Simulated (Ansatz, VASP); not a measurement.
**Two plane-wave programs on Hf**

INCAR

```
ALGO = Normal
DIPOL = 0.5 0.5 0.371
EDIFF = 1E-7
ENCUT = 520
GGA = PS
IDIPOL = 3
ISIF = 2
ISMEAR = 1
IVDW = 12
LASPH = True
LCHARG = False
LDIPOL = True
LREAL = False
LWAVE = False
NBANDS = 22
NELM = 100
PREC = Accurate
SIGMA = 0.1
```

KPOINTS

```
k-points
0
Gamma
  12 12 1
```

File POSCAR:

```
Hf
1.0
    3.2404362820      0.0000000000      0.0000000000
   -1.6202181410      2.8063001396      0.0000000000
    0.0000000000      0.0000000000     25.1902564860
Hf
3
Direct
    0.6666666667      0.3333333333      0.2778852214
    0.3333333333      0.6666666667      0.3691670514
    0.6666666667      0.3333333333      0.4655499214
```

Input for Ansatz:

```yaml
crystal:
  lattice:
    - [3.240436282, 0.0, 0.0]
    - [-1.620218141, 2.8063001396, 0.0]
    - [0.0, 0.0, 25.190256486]
  atoms:
    - { symbol: Hf, position: [0.6666666667, 0.3333333333, 0.2778852214] }
    - { symbol: Hf, position: [0.3333333333, 0.6666666667, 0.3691670514] }
    - { symbol: Hf, position: [0.6666666667, 0.3333333333, 0.4655499214] }
basis:
  ecutwfc: 420
kpoints:
  mp_grid: { grid: [12, 12, 1] }
hamiltonian:
  xc: pbesol
  dispersion: d3bj
  pseudopotentials: { kind: paw, azcp: { folder: soft_1 } }
scf:
  occupations: { method: methfessel_paxton, width: 0.1 }
  n_extra_bands: 7
  max_iter: 160
output:
  forces: true
  eigenvalues: true
  write_density: true
  write_potential: true
  elf: true
  volumetric_format: npy
efield:
  axis: 3
  dipole_correction: true
```

Alike in both runs: task single point; functional PBEsol; dispersion D3(BJ); k mesh 12 × 12 × 1; occupations methfessel-paxton of order 1, width 0.1 eV; no spin polarisation.

```csv
,VASP,Ansatz
version,VASP 6.6.1,Ansatz 0.2.0
potentials or method,"VASP PAW PBE potentials, release 64 (Hf_pv)","scalar-relativistic, plane waves, PAW"
plane-wave cutoff (eV),520,420
valence electrons in the cell,30,78
```

VASP gave:

```
gap on the k mesh at the Fermi level (eV) : none
rms of the force components (eV/Å)        : 0.237
```

Problem. Which values does Ansatz return?

Solution. gap on the k mesh at the Fermi level (eV): none; rms of the force components (eV/Å): 0.239.

Atom by atom the forces differ by 0.016 eV/Å (rms over components). A gap of «none» marks a metal or a gap that the smearing closes. The two sets of potentials don't hold the same shells in valence. Ansatz warned: «pseudo_functional_mismatch».

Caveats: the PAW data sets were made with another functional, which shifts forces and pressure a little (VASP). Spin-orbit coupling is left out, which matters for the levels of Hf.
